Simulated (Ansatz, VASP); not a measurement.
## CdTe in VASP and in Ansatz

Contents of INCAR:

```
SYSTEM = CdTe
  PREC = Accurate
  ENCUT = 520
  EDIFF = 1E-7
  ISMEAR = -1
  SIGMA = 0.01
  LREAL = .False.
  LASPH = .True.
  NELM = 100
  ALGO = Normal
  ISIF = 2
  LWAVE = .False.
  LCHARG = .True.
  GGA = PE
  LELF = .True.
  LVHAR = .True.
  NBANDS = 16
```

The input KPOINTS:

```
regular mesh
0
Gamma
  7 7 7
  0 0 0
```

File POSCAR:

```
CdTe
1.0
    0.0000000000      3.2821135562      3.2821135562
    3.2821135562      0.0000000000      3.2821135562
    3.2821135562      3.2821135562      0.0000000000
Cd Te
1 1
Direct
    0.0000000000      0.0000000000      0.0000000000
    0.7500000000      0.7500000000      0.7500000000
```

Input for Ansatz:

```yaml
crystal:
  lattice:
    - [0.0, 3.2821135562, 3.2821135562]
    - [3.2821135562, 0.0, 3.2821135562]
    - [3.2821135562, 3.2821135562, 0.0]
  atoms:
    - { symbol: Cd, position: [0.0, 0.0, 0.0] }
    - { symbol: Te, position: [0.75, 0.75, 0.75] }
kpoints:
  mp_grid: { grid: [7, 7, 7] }
  band_path:
    path:
      - [0.0, 0.0, 0.0]
      - [-0.5, -0.5, 0.0]
      - [-0.375, -0.375, 0.25]
      - [-0.375, 0.0, 0.375]
      - [0.0, 0.0, 0.0]
      - [0.0, 0.0, 0.5]
      - [-0.5, -0.25, 0.25]
      - [-0.5, -0.5, 0.0]
    npoints: 5
scf:
  occupations: { method: fermi_dirac, width: 0.01 }
hamiltonian:
  xc: pbe
  pseudopotentials: { kind: all_electron, lapw: { basis_error: 0.0005 } }
output:
  forces: true
  stress: true
  eigenvalues: true
```

Alike in both runs: task single point; functional PBE; k mesh 7 × 7 × 7; occupations fermi-dirac, width 0.01 eV; no spin polarisation.

```csv
,VASP,Ansatz
version,VASP 6.6.1,Ansatz 0.2.0
potentials or method,"VASP PAW PBE potentials, release 64 (Cd, Te)","all-electron LAPW, scalar-relativistic"
plane-wave cutoff (eV),520,see its input
```

VASP gave:

```
gap on the k mesh at the Fermi level (eV) : 0.66
pressure (GPa)                            : 1.0
```

What did Ansatz give for the same quantities?

gap on the k mesh at the Fermi level (eV): 0.66; pressure (GPa): 0.9.

Ansatz ran all-electron here, so the differences hold the error of VASP's frozen core and of both bases.

Caveats: spin-orbit coupling is left out, which moves the levels of the heavy elements. As with any semilocal functional, this PBE gap is likely too small.
